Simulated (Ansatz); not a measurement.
## Bi under changes of volume

One of the cells (33.614 Å³/atom); the others are scaled copies at fixed shape and fractional positions:

```xyz
2
Lattice="3.2384 0.0000 0.0000 0.0000 3.2216 0.0000 -0.0805 0.0000 6.4439" Properties=species:S:1:pos:R:3 pbc="T T T"
Bi    1.7022    0.0000    4.8302
Bi    1.4558    0.0000    1.6137
```

This isn't the form of Bi at room conditions, which is rhombohedral.

```yaml
Program: Ansatz 0.2.0
Functional: PBEsol
Potentials_or_basis: all-electron LAPW, scalar-relativistic
Cutoff: 204 eV (chosen from the basis error)
Basis_error_allowed: 0.0005 eV/atom
k_mesh: 8 × 8 × 4
Occupations: fermi-dirac, width 0.05 eV
Spin: no spin polarisation
```

```tsv
volume (Å³/atom)	energy over the lowest point (meV/atom)	pressure (GPa)	largest force (eV/Å)
31.597	?	?	?
32.270	5.70	1.9	0.018
32.942	0.41	0.7	0.014
33.614	0.00	-0.4	0.013
34.286	3.95	-1.4	0.015
34.959	11.78	-2.3	0.019
35.631	23.07	-3.1	0.023
```

Q: What does the run at 31.597 Å³/atom give?

A: Energy over the lowest point 16.48 meV/atom; pressure 3.3 GPa; largest force 0.024 eV/Å.

Worked out: A Birch-Murnaghan fit of order 3 (a polynomial in V^(-2/3)) to the other rows has its minimum at 33.33 Å³/atom with B0 = V·E''(V) = 54 GPa and B' = 4.7 at fixed shape and positions, which overstates the stiffness. It gives 16.49 meV/atom at 31.597 Å³/atom, against the run's 16.48, and -dE/dV = 3.3 GPa, against 3.3.

Energies are extrapolated to zero smearing.
